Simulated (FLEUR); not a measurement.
# PbF2 (Fluorocronite) (Fm-3m) in FLEUR: a series of runs

One crystal, PbF2 (Fluorocronite), is run at these levels: PBE; tasks: single point.

Program: FLEUR MaX-R8.1 (later development tree). These are calculated values, not measurements. Logs are shortened: lines on timing, memory, paths and dates and some standing lists are left out, and cuts for length are marked.

## Step 1: Starting point

It takes space group Fm-3m (No. 225, cubic). Conventional cell: a = 5.927 Å, b = 5.927 Å, c = 5.927 Å, α = 90.00°, β = 90.00°, γ = 90.00°. Around Pb (site symmetry m-3m) lie 8 F at 2.57 Å. Around F (site symmetry -43m) lie 4 Pb at 2.57 Å.

## Step 2: Single point, PBE

inp.xml

```xml
<?xml version="1.0" encoding="UTF-8" standalone="no"?>
<fleurInput fleurInputVersion="0.39">
   <comment>
      PbF2                                                                                                
   </comment>
   <calculationSetup>
      <cutoffs Kmax="4.19" Gmax="13.0" GmaxXC="13.0" numbands="0"/>
      <scfLoop itmax="60" minDistance="0.00001" maxIterBroyd="15" imix="Anderson" alpha="0.05" precondParam="0.0" spinf="2.0" sdNocoIR="T"/>
      <coreElectrons ctail="T" frcor="F" kcrel="0" coretail_lmax="0"/>
      <xcFunctional name="pbe" relativisticCorrections="F"/>
      <magnetism jspins="1"/>
      <soc l_soc="F" theta="0.0" phi="0.0" spav="F"/>
      <expertModes spex="0" secvar="F"/>
      <geometryOptimization l_f="T" forcealpha="1.0" forcemix="BFGS" epsdisp="0.0005" epsforce="0.0002"/>
      <ldaU l_linMix="F" mixParam="0.05" spinf="1.0"/>
   </calculationSetup>
   <cell>
      <bzIntegration valenceElectrons="34.0" mode="hist" fermiSmearingEnergy="0.00183747">
         <kPointListSelection listName="default-1"/>
         <!-- k-points included here -->
         <xi:include xmlns:xi="http://www.w3.org/2001/XInclude" href="kpts.xml"> </xi:include>
      </bzIntegration>
      <!-- symmetry operations included here -->
      <xi:include xmlns:xi="http://www.w3.org/2001/XInclude" href="sym.xml"> </xi:include>
      <bulkLattice scale="1.0">
         <bravaisMatrix>
            <row-1>    0.0000000000000000     5.6005057264320355     5.6005057264320355</row-1>
            <row-2>    5.6005057264320355     0.0000000000000000     5.6005057264320355</row-2>
            <row-3>    5.6005057264320355     5.6005057264320355     0.0000000000000000</row-3>
         </bravaisMatrix>
      </bulkLattice>
   </cell>
   <atomSpecies>
      <species name="Lead (Pb)" element="Pb" atomicNumber="82">
         <mtSphere radius="2.64" gridPoints="879" logIncrement="0.015"/>
         <atomicCutoffs lmax="11" lnonsphr="8"/>
         <electronConfig flipSpins="F">
            <coreConfig>(1s1/2) (2s1/2) (2p1/2) (2p3/2) (3s1/2) (3p1/2) (3p3/2) (4s1/2) (3d3/2) (3d5/2) (4p1/2) (4p3/2) (4d3/2) (4d5/2) (4f5/2) (4f7/2) (5s1/2)</coreConfig>
            <valenceConfig>(5p1/2) (5p3/2) (6s1/2) (5d3/2) (5d5/2) (6p1/2) (6p3/2)</valenceConfig>
            <stateOccupation state="(6p1/2)" spinUp="0.333333" spinDown="0.333333"/>
            <stateOccupation state="(6p3/2)" spinUp="0.666667" spinDown="0.666667"/>
         </electronConfig>
         <energyParameters s="6" p="6" d="5" f="5"/>
         <lo type="SCLO" l="1" n="5" eDeriv="0"/>
         <lo type="SCLO" l="1" n="5" eDeriv="1"/>
         <lo type="SCLO" l="0" n="6" eDeriv="2"/>
         <lo type="SCLO" l="2" n="5" eDeriv="2"/>
         <lo type="SCLO" l="3" n="5" eDeriv="2"/>
      </species>
      <species name="Fluorine (F)" element="F" atomicNumber="9">
         <mtSphere radius="1.72" gridPoints="585" logIncrement="0.019"/>
         <atomicCutoffs lmax="8" lnonsphr="6"/>
         <electronConfig flipSpins="F">
            <coreConfig>(1s1/2)</coreConfig>
            <valenceConfig>(2s1/2) (2p1/2) (2p3/2)</valenceConfig>
            <stateOccupation state="(2p1/2)" spinUp="0.833333" spinDown="0.833333"/>
            <stateOccupation state="(2p3/2)" spinUp="1.666667" spinDown="1.666667"/>
         </electronConfig>
         <energyParameters s="2" p="2" d="3" f="4"/>
         <lo type="SCLO" l="0" n="2" eDeriv="2"/>
         <lo type="SCLO" l="1" n="2" eDeriv="2"/>
         <lo type="SCLO" l="2" n="3" eDeriv="2"/>
      </species>
   </atomSpecies>
   <atomGroups>
      <atomGroup species="Lead (Pb)">
         <relPos label="                   1">.0000000000 .0000000000 .0000000000</relPos>
         <force calculate="T" relaxXYZ="TTT"/>
      </atomGroup>
      <atomGroup species="Fluorine (F)">
         <relPos label="                   2">-1.000/4.000 -1.000/4.000 -1.000/4.000</relPos>
         <relPos label="                   3">1.000/4.000 1.000/4.000 1.000/4.000</relPos>
         <force calculate="T" relaxXYZ="TTT"/>
      </atomGroup>
   </atomGroups>
   <output dos="F" band="F" slice="F">
      <checks vchk="F" cdinf="F"/>
      <bandDOS minEnergy="-.5*Htr" maxEnergy="0.5*Htr" sigma="0.015" storeEVData="T"/>
      <vacuumDOS vacdos="F" integ="F" star="F" nstars="0" locx1="0.0" locy1="0.0" locx2="0.0" locy2="0.0" nstm="0" tworkf="0.0"/>
      <unfoldingBand unfoldBand="F" supercellX="1" supercellY="1" supercellZ="1"/>
      <plotting iplot="0" polar="F">
         <plot TwoD="T" vec1="  1.0  0.0  0.0" vec2="  0.0  1.0  0.0" vec3="  0.0  0.0  1.0" zero="  0.0  0.0  0.0" file="plot"/>
      </plotting>
      <chargeDensitySlicing numkpt="0" minEigenval="0.0" maxEigenval="0.0" nnne="0" pallst="F"/>
      <specialOutput eonly="F"/>
      <moessbauerParams electricFieldGradient="T" isomerShift="T" coreHyperfine="T" valenceHyperfine="T"/>
      <magneticCircularDichroism mcd="F" energyLo="-10.0" energyUp="0.0"/>
   </output>
  <!-- We include the file relax.xml here to enable relaxations (see documentation) -->
  <xi:include xmlns:xi="http://www.w3.org/2001/XInclude" href="relax.xml"> <xi:fallback/> </xi:include>
</fleurInput>
```

crystal.txt

```
PbF2
&input cartesian=F /
0.0000000000  2.9636600000  2.9636600000
2.9636600000  0.0000000000  2.9636600000
2.9636600000  2.9636600000  0.0000000000
1.8897261246
1.0 1.0 1.0

3
82 0.0000000000  0.0000000000  0.0000000000
9 0.7500000000  0.7500000000  0.7500000000
9 0.2500000000  0.2500000000  0.2500000000

&kpt div1=8 div2=8 div3=8 gamma=T /
```

Potentials or basis: all-electron, FLAPW.

Started as:

```bash
$ inpgen -f crystal.txt -profile fastHighL
$ # inp.xml edited to the form shown
$ fleur_MPI
```

What it wrote:

```text
Welcome to FLEUR        (www.flapw.de)
      MaX-Release 8.1          (www.max-centre.eu)

 ========== k-point set info ==========
 Selected k-point list: default-1
 k-point list type: mesh
 8 x 8 x 8
 Number of k points: 29

 ------------Calculation Setup---------------------------
 Number of MPI-tasks      :            1
 Number of PE/node        :            1
 Number of OMP-threads    :            1
 Most efficient MPI parallelization for:
           1          29
 Additional eigenvalue parallelization possible
 Number of basis functions:          550
 Approximate size of matrices (H+S) per k-point:         0.005 GB
 --------------------------------------------------------
 Iteration:     1   Distance:      19.54723170 me/bohr^3
 Iteration:     2   Distance:      16.81270836 me/bohr^3
 Iteration:     3   Distance:       6.81736671 me/bohr^3
 Iteration:     4   Distance:       8.67538734 me/bohr^3
 Iteration:     5   Distance:       1.62351094 me/bohr^3
 Iteration:     6   Distance:       0.63089063 me/bohr^3
 Iteration:     7   Distance:       0.29025248 me/bohr^3
 Iteration:     8   Distance:       0.03871242 me/bohr^3
 Iteration:     9   Distance:       0.04416198 me/bohr^3
 Iteration:    10   Distance:       0.01205661 me/bohr^3
 Iteration:    11   Distance:       0.00705468 me/bohr^3
 Iteration:    12   Distance:       0.00096206 me/bohr^3
 Iteration:    13   Distance:       0.00011697 me/bohr^3
 Iteration:    14   Distance:       0.00030686 me/bohr^3
 Iteration:    15   Distance:       0.00000741 me/bohr^3

 ********************************************************************
 Run finished successfully
 Stop message:
   Structural relaxation: Done
 ********************************************************************
```

out.xml (last iteration):

```text
<iteration numberForCurrentRun="   16" overallNumber="   16">
         <energyParameters units="Htr">
            <atomicEP atomType="1" spin="1" branch="6s" branchLowest="-4.95" branchHighest="0.51" value="-0.1300285055"/>
            <atomicEP atomType="1" spin="1" branch="6p" branchLowest="-2.80" branchHighest="1.36" value="0.1575362805"/>
            <atomicEP atomType="1" spin="1" branch="5d" branchLowest="-14.40" branchHighest="-0.37" value="-0.4043786394"/>
            <atomicEP atomType="1" spin="1" branch="5f" branchLowest="-4.54" branchHighest="1.80" value="0.4981794343"/>
            <loAtomicEP atomType="1" spin="1" branch="5p" branchLowest="-23.33" branchHighest="-2.80" value="-2.8726774056"/>
            <loAtomicEP atomType="1" spin="1" branch="5p" branchLowest="-23.33" branchHighest="-2.80" value="-2.8726774056"/>
            <loAtomicEP atomType="1" spin="1" branch="6s" branchLowest="-4.95" branchHighest="0.51" value="-0.1300285055"/>
            <loAtomicEP atomType="1" spin="1" branch="5d" branchLowest="-14.40" branchHighest="-0.37" value="-0.4359362256"/>
            <loAtomicEP atomType="1" spin="1" branch="5f" branchLowest="-4.54" branchHighest="1.80" value="0.4981652547"/>
            <atomicEP atomType="2" spin="1" branch="2s" branchLowest="-23.89" branchHighest="-0.31" value="-0.6770807368"/>
            <atomicEP atomType="2" spin="1" branch="2p" branchLowest="-9.99" branchHighest="0.42" value="-0.0132646025"/>
            <atomicEP atomType="2" spin="1" branch="3d" branchLowest="-9.99" branchHighest="4.13" value="0.4642069163"/>
            <atomicEP atomType="2" spin="1" branch="4f" branchLowest="-9.99" branchHighest="7.18" value="0.6251722086"/>
            <loAtomicEP atomType="2" spin="1" branch="2s" branchLowest="-23.89" branchHighest="-0.31" value="-0.6770807368"/>
            <loAtomicEP atomType="2" spin="1" branch="2p" branchLowest="-9.99" branchHighest="0.42" value="-0.0138904200"/>
            <loAtomicEP atomType="2" spin="1" branch="3d" branchLowest="-9.99" branchHighest="4.13" value="0.4642074111"/>
         </energyParameters>
         <eigenvalues>
            <eigenvaluesAt spin="1" ikpt="1" k_x="0.00000000" k_y="0.00000000" k_z="0.00000000">
                      -2.8077416937       -2.8077416937       -2.8077416937       -0.6866685782       -0.6639437853
                      -0.4416785729       -0.4416785729       -0.4416785729       -0.4395707703       -0.4395707703
                      -0.0816438081       -0.0020325940       -0.0020325940       -0.0020325940        0.0162041941
                       0.0162041941        0.0162041941        0.3382998473        0.3382998473        0.3382998473
                       0.4801682009        0.6461161728        0.6461161728        0.7329502678        0.7329502678
                       0.7329502678        0.7345099277
            </eigenvaluesAt>
            <eigenvaluesAt spin="1" ikpt="2" k_x="0.00000000" k_y="0.00000000" k_z="0.12500000">
                      -2.8077423559       -2.8077418111       -2.8077418111       -0.6855759385       -0.6649411569
[... 65 lines left out ...]
               <shell n="3" l="0" isomerShift="87672.81431"/>
               <shell n="3" l="1" isomerShift="7816.69923"/>
               <shell n="4" l="0" isomerShift="22673.81342"/>
               <shell n="3" l="2" isomerShift="0.00328"/>
               <shell n="4" l="1" isomerShift="1997.30106"/>
               <shell n="4" l="2" isomerShift="0.00091"/>
               <shell n="4" l="3" isomerShift="0.00000"/>
               <shell n="5" l="0" isomerShift="4845.88581"/>
            </coreIsomerShift>
            <coreIsomerShift atomType="2" isTotal="441.12738">
               <shell n="1" l="0" isomerShift="441.12738"/>
            </coreIsomerShift>
            <isomerShift atomType="1" nucleusRadius="0.0001398" averageDensity="2991398.17446"/>
            <isomerShift atomType="2" nucleusRadius="0.0000630" averageDensity="464.83736"/>
            <electricFieldGradient atomType="1" VXX="0.00000" VYY="0.00000" VZZ="0.00000" asymParam="0.00000">
            </electricFieldGradient>
            <electricFieldGradient atomType="2" VXX="0.00000" VYY="0.00000" VZZ="0.00000" asymParam="0.00000">
            </electricFieldGradient>
         </moessbauerParams>
         <totalEnergy                                    value="   -21128.1574729958" units="Htr">
            <sumOfEigenvalues                            value="   -13047.5694651637">
               <coreElectrons value="-13023.5234084918"/>
               <valenceElectrons value="-24.0460566719"/>
            </sumOfEigenvalues>
            <densityCoulombPotentialIntegral value="-37076.1747861399"/>
            <densityEffectivePotentialIntegral value="-37613.8250296415"/>
            <chargeDenXCDenIntegral value="-411.1288986918"/>
            <FockExchangeEnergyValence value="0.0000000000"/>
            <FockExchangeEnergyCore value="0.0000000000"/>
            <atomTypeDependentContributions atomType="1">
               <electronNucleiInteractionDifferentMTs value="26461.4888758347"/>
               <MadelungTerm value="-40.4884564862"/>
            </atomTypeDependentContributions>
            <atomTypeDependentContributions atomType="2">
               <electronNucleiInteractionDifferentMTs value="238.2315857949"/>
               <MadelungTerm value="-4.9878275961"/>
            </atomTypeDependentContributions>
            <tkbTimesEntropy value="0.0000000000"/>
            <freeEnergy value="-21128.1574729958"/>
            <extrapolationTo0K value="-21128.1574729958"/>
         </totalEnergy>
         <totalForcesOnRepresentativeAtoms units="Htr/bohr">
            <forceTotal atomType="1" x="0.000000" y="0.000000" z="0.000000" F_x="0.00000000" F_y="0.00000000" F_z="0.00000000"/>
            <forceTotal atomType="2" x="-2.800253" y="-2.800253" z="-2.800253" F_x="0.00000000" F_y="0.00000000" F_z="0.00000000"/>
         </totalForcesOnRepresentativeAtoms>
      </iteration>
```

It took 69 s on 1 thread of Arm Neoverse V1, shared host; peak memory 0.07 GiB.

What came out:

| Item | Value |
| --- | --- |
| Free energy | -574926.4537 eV |
| Band gap on the k mesh | 4.42 eV, indirect (least direct gap 4.56 eV) |
| Valence electrons inside the program's atomic spheres | Pb 17.75; F 6.49 (radii Pb 2.64, F 1.72 bohr) |

Core levels (eV from the Fermi level):
```
atom                                                                                                                                                                                                                                                     levels
1 Pb  1s1/2 -87976.4, 2s1/2 -15716.4, 2p1/2 -15090.5, 2p3/2 -12900.5, 3s1/2 -3767.4, 3p1/2 -3485.5, 3p3/2 -2996.8, 4s1/2 -848.0, 3d3/2 -2534.3, 3d5/2 -2430.4, 4p1/2 -726.0, 4p3/2 -606.4, 4d3/2 -408.0, 4d5/2 -385.7, 4f5/2 -128.9, 4f7/2 -123.8, 5s1/2 -137.1
 2 F                                                                                                                                                                                                                                               1s1/2 -652.4
 3 F                                                                                                                                                                                                                                               1s1/2 -652.4
```

Caveat: spin-orbit coupling is left out, which as a rule narrows the gap of such compounds by several tenths of an eV.

## Step 3: Single point, PBE (atoms moved at random, drawn with an rms of 0.05 Å)

Edit inp.xml of step 2 so:

```diff
@@ -34,4 +34,4 @@
       <species name="Lead (Pb)" element="Pb" atomicNumber="82">
-         <mtSphere radius="2.64" gridPoints="879" logIncrement="0.015"/>
-         <atomicCutoffs lmax="11" lnonsphr="8"/>
+         <mtSphere radius="2.64" gridPoints="859" logIncrement="0.016"/>
+         <atomicCutoffs lmax="10" lnonsphr="8"/>
          <electronConfig flipSpins="F">
@@ -50,3 +50,3 @@
       <species name="Fluorine (F)" element="F" atomicNumber="9">
-         <mtSphere radius="1.72" gridPoints="585" logIncrement="0.019"/>
+         <mtSphere radius="1.72" gridPoints="559" logIncrement="0.019"/>
          <atomicCutoffs lmax="8" lnonsphr="6"/>
@@ -66,3 +66,3 @@
       <atomGroup species="Lead (Pb)">
-         <relPos label="                   1">.0000000000 .0000000000 .0000000000</relPos>
+         <relPos label="                   1">-.0176050000 -.0002580000 .0020670000</relPos>
          <force calculate="T" relaxXYZ="TTT"/>
@@ -70,4 +70,7 @@
       <atomGroup species="Fluorine (F)">
-         <relPos label="                   2">-1.000/4.000 -1.000/4.000 -1.000/4.000</relPos>
-         <relPos label="                   3">1.000/4.000 1.000/4.000 1.000/4.000</relPos>
+         <relPos label="                   2">-.2483650000 -.2562850000 -.2397820000</relPos>
+         <force calculate="T" relaxXYZ="TTT"/>
+      </atomGroup>
+      <atomGroup species="Fluorine (F)">
+         <relPos label="                   3">.2651850000 .2496610000 .2421990000</relPos>
          <force calculate="T" relaxXYZ="TTT"/>
```

crystal.txt

```
PbF2
&input cartesian=F /
0.0000000000  2.9636600000  2.9636600000
2.9636600000  0.0000000000  2.9636600000
2.9636600000  2.9636600000  0.0000000000
1.8897261246
1.0 1.0 1.0

3
82 -0.0176050000  -0.0002580000  0.0020670000
9 0.7516350000  0.7437150000  0.7602180000
9 0.2651850000  0.2496610000  0.2421990000

&kpt div1=8 div2=8 div3=8 gamma=T /
```

Potentials or basis: all-electron, FLAPW.

Started as:

```bash
$ inpgen -f crystal.txt -profile fastHighL
$ # inp.xml edited to the form shown
$ fleur_MPI
```

It took 33 min on 1 thread of Arm Neoverse V1, shared host; peak memory 0.27 GiB.

The run converged. Its results:

* Free energy: -574926.4392 eV
* Largest force: 0.231 eV/Å
* Band gap on the k mesh: 4.38 eV, indirect (least direct gap 4.56 eV)
* Valence electrons inside the program's atomic spheres: Pb 17.75; F 6.49 (radii Pb 2.64, F 1.72 bohr)

Forces on the atoms (eV/Å):
```
Pb  -0.033  0.138  0.126
F   -0.079 -0.090  0.070
F    0.112 -0.049 -0.196
```

Levels at points of the mesh, in eV from the valence-band top:
| k point | band 14 | band 15 | band 16 | band 17 | band 18 | band 19 | band 20 | band 21 |
| --- | --- | --- | --- | --- | --- | --- | --- | --- |
| (0.00, 0.00, 0.00) | -2.52 | -2.05 | -2.01 | -1.97 | 6.65 | 6.79 | 6.89 | 10.59 |
| (0.00, 0.00, 0.50) | -2.68 | -2.24 | -2.20 | -0.15 | 4.92 | 7.61 | 7.77 | 13.18 |
| (0.00, 0.50, 0.00) | -2.66 | -2.21 | -2.13 | -0.03 | 5.00 | 7.50 | 7.83 | 13.16 |
| (0.00, 0.50, 0.50) | -1.68 | -1.61 | -1.55 | -0.16 | 4.40 | 7.82 | 7.89 | 8.97 |
| (0.50, 0.00, 0.00) | -2.68 | -2.19 | -2.13 | 0.00 | 5.06 | 7.51 | 7.76 | 13.15 |
| (0.50, 0.00, 0.50) | -1.66 | -1.61 | -1.57 | -0.18 | 4.38 | 7.86 | 7.90 | 8.95 |
| (0.50, 0.50, 0.00) | -1.66 | -1.61 | -1.56 | -0.18 | 4.39 | 7.80 | 7.96 | 8.95 |
| (0.50, 0.50, 0.50) | -2.64 | -2.23 | -2.15 | -0.07 | 4.99 | 7.48 | 7.84 | 13.16 |

Core levels (eV from the Fermi level):
```
atom                                                                                                                                                                                                                                                     levels
1 Pb  1s1/2 -87976.4, 2s1/2 -15716.4, 2p1/2 -15090.5, 2p3/2 -12900.5, 3s1/2 -3767.4, 3p1/2 -3485.5, 3p3/2 -2996.8, 4s1/2 -848.0, 3d3/2 -2534.3, 3d5/2 -2430.4, 4p1/2 -726.0, 4p3/2 -606.4, 4d3/2 -408.0, 4d5/2 -385.7, 4f5/2 -128.9, 4f7/2 -123.9, 5s1/2 -137.1
 2 F                                                                                                                                                                                                                                               1s1/2 -652.4
 3 F                                                                                                                                                                                                                                               1s1/2 -652.4
```

Caveat: spin-orbit coupling is left out, which as a rule narrows the gap of such compounds by several tenths of an eV. A k mesh can miss the band edges.
